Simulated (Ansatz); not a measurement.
The system is ZrC.

```
Zr C
1.0
     0.00000    2.36500    2.36500
     2.36500    0.00000    2.36500
     2.36500    2.36500    0.00000
Zr C
1 1
Direct
  0.50000 0.50000 0.50000
  0.00000 0.00000 0.00000
```

```yaml
Program: Ansatz 0.2.0
Task: relaxation of cell and atoms
Functional: revPBE
Dispersion: D4
Potentials_or_basis: all-electron LAPW, scalar-relativistic
Basis_error_allowed: 0.001 eV/atom
k_mesh: 10 × 10 × 10
Occupations: fermi-dirac, width 0.05 eV
Spin: no spin polarisation
```

At the start: volume 13.23 Å³/atom.

Where does the relaxation end?

Over 5 steps the energy falls by 8.5 meV/atom and the volume is 12.82 Å³/atom (-3.0 %); space group Fm-3m (No. 225, to 0.05 Å).

The path:
```
step  energy change (eV)  largest force (eV/Å)  volume (Å³)
   1              0.0000                0.0000        26.46
   2             -0.0025                0.0000        24.94
   3             -0.0169                0.0000        25.68
   4             -0.0169                0.0000        25.65
   5             -0.0169                0.0000        25.65
```

Final structure:
```
Zr C
1.0
     0.00000    2.34073    2.34073
     2.34073    0.00000    2.34073
     2.34073    2.34073    0.00000
Zr C
1 1
Direct
  0.50000 0.50000 0.50000
  0.00000 0.00000 0.00000
```
